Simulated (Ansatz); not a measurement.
Space group P4_2/mnm (No. 136). a = 4.450 Å, b = 4.450 Å, c = 2.877 Å, α = 90.00°, β = 90.00°, γ = 90.00°
```json
{"atom": "Mn", "site": "2a", "symmetry": "m.mm", "x": "0.0000", "y": "0.0000", "z": "0.0000"}
{"atom": "O", "site": "4f", "symmetry": "m.2m", "x": "0.3055", "y": "0.3055", "z": "0.0000"}
```

Equation of state of this MnO2 structure (not necessarily the ground state), with shape and atoms relaxed at each volume where symmetry leaves them free. It has no gap at any of these volumes. These are results of DFT PBE, scalar-relativistic, plane waves, PAW in Ansatz, not measurements.

Settings: cutoff 420 eV, Γ-centred mesh 8×8×12 on the computed 6-atom cell, Gaussian smearing of 0.10 eV; collinear spin.

```
V (Å³/atom) E − E(largest V) (meV/atom) P (GPa)
      8.924                         5.90    16.02
      9.209                       -14.72     7.32
      9.494                       -21.04     0.02
      9.779                       -15.45    -6.05
     10.064                         0.00   -11.01
```

Problem. Fit a third-order Birch–Murnaghan equation to E(V).

Solution. V0 = 9.49 Å³/atom, B0 = 222 GPa, B0' = 5.2.

The state reached may not be the lowest one. The program reads another magnetic order as possibly lower. Moments started parallel, and an antiferromagnetic order may lie lower.